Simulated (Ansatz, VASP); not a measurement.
# SnO2: VASP beside Ansatz

```
CELL_PARAMETERS angstrom
3.23058 0.00000 0.00000
-1.61529 2.79776 0.00000
0.00000 0.00000 10.79056
ATOMIC_POSITIONS crystal
Sn 0.00000 0.00000 0.50000
Sn 0.00000 0.00000 0.00000
O 0.66667 0.33333 0.40586
O 0.66667 0.33333 0.09414
O 0.33333 0.66667 0.59414
O 0.33333 0.66667 0.90586
```

Measurements of this composition are mostly on another form, of space group No. 136.

Alike in both runs: task relaxation of cell and atoms; functional LDA; k mesh 6 × 6 × 2; occupations gaussian, width 0.1 eV; no spin polarisation.

```csv
,VASP,Ansatz
version,VASP 6.6.1,Ansatz 0.2.0
potentials or method,"VASP PAW LDA potentials, release 64 (Sn_d, O)","scalar-relativistic, plane waves, PAW"
plane-wave cutoff (eV),600,420
valence electrons in the cell,52,52
```

```csv
,VASP,Ansatz,Ansatz less VASP
"gap on the k mesh at the Fermi level, each at its own relaxed structure (eV)",2.33,2.34,+0.010
relaxed volume (Å³/atom),15.54,15.56,+0.020
relaxed cell length with the largest relative difference (Å),3.174,3.176,+0.0015
energy change over the relaxation (meV/atom),-21,-24,-3.4
```

Caveats: spin-orbit coupling is left out, which moves the levels of the heavy elements. LDA gaps usually lie below the measured ones, often by a third to a half. A k mesh can miss the band edges.
